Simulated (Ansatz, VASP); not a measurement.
**Mg: VASP beside Ansatz**

The input INCAR:

```
PREC     = Accurate       # precision mode
ENCUT    = 520            # plane-wave cutoff, eV
EDIFF    = 1E-7           # SCF threshold, eV
ISMEAR   = 0              # smearing method
SIGMA    = 0.15           # smearing width, eV
LREAL    = F              # projectors in reciprocal space
LASPH    = T              # aspherical terms in the spheres
NELM     = 80             # most SCF steps
ALGO     = Normal         # electronic algorithm
ISIF     = 2              # what is computed and relaxed
LWAVE    = F              # write WAVECAR
LCHARG   = T              # write CHGCAR
LELF     = T              # ELF
LVHAR    = T            
NBANDS   = 7              # bands
```

Contents of KPOINTS:

```
Automatic mesh
0
Gamma
  18 18 18
```

File POSCAR:

```
Mg
1.0
   -1.7727644967      1.7062858281      1.7062858281
    1.7727644967     -1.8392431653      1.8392431653
    1.7727644967      1.8392431653     -1.8392431653
Mg
1
Direct
    0.0000000000      0.0000000000      0.0000000000
```

Input for Ansatz:

```yaml
crystal:
  lattice:
    - [-1.7727644967, 1.7062858281, 1.7062858281]
    - [1.7727644967, -1.8392431653, 1.8392431653]
    - [1.7727644967, 1.8392431653, -1.8392431653]
  atoms:
    - { symbol: Mg, position: [0.0, 0.0, 0.0] }
basis:
  ecutwfc: 420
kpoints:
  mp_grid: { grid: [18, 18, 18] }
hamiltonian:
  xc: lda
scf:
  occupations: { method: gaussian, width: 0.15 }
output:
  forces: true
  stress: true
  eigenvalues: true
```

Change from the starting cell: strain -0.0750 x Voigt [0, 0, 0, 1, 0, 0], atoms carried along.

Alike in both runs: task single point; functional LDA; k mesh 18 × 18 × 18; occupations gaussian, width 0.15 eV; no spin polarisation.

|  | VASP | Ansatz |
| --- | --- | --- |
| version | VASP 6.6.1 | Ansatz 0.2.0 |
| potentials or method | VASP PAW LDA potentials, release 64 (Mg) | scalar-relativistic, plane waves, PAW |
| plane-wave cutoff (eV) | 520 | 420 |
| valence electrons in the cell | 2 | 10 |

```tsv
	VASP	Ansatz	Ansatz less VASP
gap on the k mesh at the Fermi level (eV)	none	none	-
pressure (GPa)	-1.2	-0.9	+0.32
largest component of the traceless stress (GPa)	2.11	2.09	-0.015
```

A gap of «none» marks a metal or a gap that the smearing closes. The two sets of potentials don't hold the same shells in valence.
